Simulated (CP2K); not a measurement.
# Sn under changes of volume

One of the cells (33.803 Å³/atom); the others are scaled copies at fixed shape and fractional positions:

```
CELL_PARAMETERS angstrom
4.57264 0.00000 0.00000
2.28632 3.96002 0.00000
2.28632 1.32001 3.73354
ATOMIC_POSITIONS crystal
Sn 0.75000 0.75000 0.75000
Sn 0.50000 0.50000 0.50000
```

This isn't the form of Sn at room conditions, which is tetragonal (white tin).

```yaml
Program: CP2K 2026.2
Functional: LDA
Potentials_or_basis: GTH_POTENTIALS Sn GTH-PADE-q4; TZVP-MOLOPT-PBE-GTH basis
Density_cutoff: 6123 eV
k_mesh: 7 × 7 × 7
Occupations: fermi-dirac, width 0.05 eV
Spin: no spin polarisation
```

| volume (Å³/atom) | energy over the lowest point (meV/atom) | pressure (GPa) |
| --- | --- | --- |
| 31.775 | 7.15 | 1.9 |
| 32.451 | 1.43 | 0.8 |
| 33.127 | 0.00 | -0.1 |
| 33.803 | 2.37 | -1.0 |
| 34.479 | ? | ? |
| 35.155 | 16.93 | -2.4 |
| 35.831 | 28.44 | -3.0 |

Problem. What does the run at 34.479 Å³/atom give?

Solution. Energy over the lowest point 8.12 meV/atom; pressure -1.7 GPa.

Worked out: A Birch-Murnaghan fit of order 3 (a polynomial in V^(-2/3)) to the other rows has its minimum at 33.03 Å³/atom with B0 = V·E''(V) = 45 GPa and B' = 4.6. It gives 8.14 meV/atom at 34.479 Å³/atom, against the run's 8.12, and -dE/dV = -1.7 GPa, against -1.7.

Energies are extrapolated to zero smearing.

Caveats: the basis of atomic orbitals isn't converged, which shifts pressures, moduli and gaps.
